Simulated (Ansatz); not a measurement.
Starting structure of a cell relaxation (symmetry kept):

```
CELL_PARAMETERS angstrom
0.00000 2.19450 2.19450
2.19450 0.00000 2.19450
2.19450 2.19450 0.00000
ATOMIC_POSITIONS crystal
Nb 0.50000 0.50000 0.50000
N 0.00000 0.00000 0.00000
```

All numbers below come from DFT r2SCAN, scalar-relativistic, plane waves, PAW (Ansatz).

Plane waves to 500 eV, a k mesh through Γ of 16×16×16 on the computed 2-atom cell and Gaussian smearing (0.10 eV); no spin polarisation.

Problem. What does it relax to?

Solution. The volume rises by 0.16 Å³/atom to 10.73 Å³/atom, and the energy falls by 2.6 meV/atom. Final structure:
```
Nb N
1.0
     0.00000    2.20585    2.20585
     2.20585    0.00000    2.20585
     2.20585    2.20585    0.00000
Nb N
1 1
Cartesian
  2.2058 2.2058 2.2058
  0.0000 0.0000 0.0000
```

Course of the relaxation (steps run on the plane waves of an earlier cell, and the basis is chosen afresh near the end, so energy and pressure can step there; trial steps that raised the energy were taken back; energies are free energies):

```tsv
step	E − E_final (meV/atom)	P (GPa)	V (Å³/atom)
1	2.6	5.12	10.57
2	0.4	-1.65	10.79
3	0.1	-0.04	10.73
4	0.0	-0.04	10.73
```